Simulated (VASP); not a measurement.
Wanted: the native input for a VASP 6.6.1 run.

```yaml
Task: relaxation of cell and atoms
Functional: r2SCAN
Potentials_or_basis: VASP PAW PBE potentials, release 64 (S, Mg)
Cutoff: 600 eV
k_mesh: 8 × 8 × 8
Occupations: gaussian, width 0.02 eV
Spin: no spin polarisation
Ladder: gaps
Further_INCAR_settings: ALGO = Normal; EDIFF = 1e-06; IBRION = 2; EDIFFG = -0.01; NSW = 40; ISIF = 3
```

The structure of MgS (Niningerite) lies in POSCAR:

```
MgS
1.0
    0.0000000000      2.6016500000      2.6016500000
    2.6016500000      0.0000000000      2.6016500000
    2.6016500000      2.6016500000      0.0000000000
S Mg
1 1
Direct
    0.5000000000      0.5000000000      0.5000000000
    0.0000000000      0.0000000000      0.0000000000
```

These files were run (other wordings do the same):

INCAR

```
PREC = Accurate ; ENCUT = 600
EDIFF = 1E-6 ; ISMEAR = 0
SIGMA = 0.02 ; LREAL = False
LASPH = True ; NELM = 80
ALGO = Normal ; ISIF = 3
LWAVE = False ; LCHARG = False
METAGGA = R2SCAN ; LMIXTAU = True
IBRION = 2 ; NSW = 40
EDIFFG = -0.01
```

KPOINTS

```
regular mesh
0
Gamma
  8 8 8
```

Potentials or basis: VASP PAW PBE potentials, release 64 (S, Mg).

Launch:

```console
$ cat potpaw_PBE.64/S/POTCAR potpaw_PBE.64/Mg/POTCAR > POTCAR
$ mpirun -np 1 vasp_std > vasp.out
```

Results of the run:

The relaxed volume is 17.49 Å³/atom. The relaxed cell is a = 3.671 Å, b = 3.671 Å, c = 3.671 Å, α = 60.00°, β = 60.00°, γ = 60.00°. The space group after relaxing (to 0.05 Å) is Fm-3m (No. 225) and the energy gained by relaxing is 0.1 meV/atom. The ionic steps are 2 and the pressure after relaxing is 0.1 GPa. The band gap on the k mesh is 3.45 eV, indirect (least direct gap 4.67 eV).

Caveat: the PAW data sets were made with another functional, which shifts forces and pressure a little.

Wall time 61 s on 1 thread of Intel(R) Xeon(R) Platinum 8488C (Sapphire Rapids), with other jobs on the host, peak memory 0.18 GiB.
